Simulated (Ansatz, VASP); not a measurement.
## C in VASP and in Ansatz

```xyz
3
Lattice="2.6055 0.0000 0.0000 -1.3027 2.2564 0.0000 0.0000 0.0000 2.8004" Properties=species:S:1:pos:R:3 pbc="T T T"
C     0.6514    1.1282    2.3337
C     1.3027    0.0000    1.4002
C    -0.6514    1.1282    0.4667
```

Alike in both runs: functional PBE; k mesh 12 × 12 × 10; occupations gaussian, width 0.02 eV; no spin polarisation.

Ansatz relaxed the structure, and its values are those at the end. VASP's run is a single point on that final structure, the one shown.

```csv
,VASP,Ansatz
version,VASP 6.6.1,Ansatz 0.2.0
potentials or method,"VASP PAW PBE potentials, release 64 (C)","scalar-relativistic, plane waves, PAW"
plane-wave cutoff (eV),520,420
valence electrons in the cell,12,12
```

Ansatz gave:

```
gap on the k mesh at the Fermi level (eV) : 1.94
least direct gap on the mesh (eV)         : 4.64
pressure (GPa)                            : 0.0
```

Q: What did VASP give for the same quantities?

A: gap on the k mesh at the Fermi level (eV): 1.92; least direct gap on the mesh (eV): 4.64; pressure (GPa): 0.5.
